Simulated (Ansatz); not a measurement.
Crystal: PbSe (Clausthalite).

```
Pb Se
1.0
     0.00000    3.06065    3.06065
     3.06065    0.00000    3.06065
     3.06065    3.06065    0.00000
Pb Se
1 1
Direct
  0.00000 0.00000 0.00000
  0.50000 0.50000 0.50000
```

| Item | Value |
| --- | --- |
| Program | Ansatz 0.2.0 |
| Task | relaxation of cell and atoms |
| Functional | LDA |
| Potentials or basis | Ansatz PAW |
| Cutoff | 420 eV (not typed: the program's choice for these potentials) |
| k mesh | 8 × 8 × 8 |
| Occupations | fermi-dirac, width 0.05 eV |
| Spin | no spin polarisation |

At the start: volume 28.67 Å³/atom.

Problem. Where does the relaxation end?

Solution. It ends after 5 steps and the volume is 27.54 Å³/atom (-4.0 %); space group Fm-3m (No. 225, to 0.05 Å).

The path:
```tsv
step	energy change (eV)	largest force (eV/Å)	volume (Å³)
1	0.0000	0.0000	57.34
2	-0.0120	0.0000	53.95
3	-0.0159	0.0000	55.14
4	-0.0160	0.0000	55.07
5	-0.0157	0.0000	55.07
```

Final structure:
```xyz
2
Lattice="0.0000 3.0197 3.0197 3.0197 0.0000 3.0197 3.0197 3.0197 0.0000" Properties=species:S:1:pos:R:3 pbc="T T T"
Pb    0.0000    0.0000    0.0000
Se    3.0197    3.0197    3.0197
```

The cell as given is a measured one (28.67 Å³/atom); LDA puts the equilibrium volume -4.0 % from it, thermal expansion not counted.

Caveat: the plane-wave basis is chosen anew once the cell has moved, so the energies of steps on either side of that aren't comparable; the PAW data sets come from PBE, with cores solved anew for the run's functional, which leaves a small shift of forces and pressure.
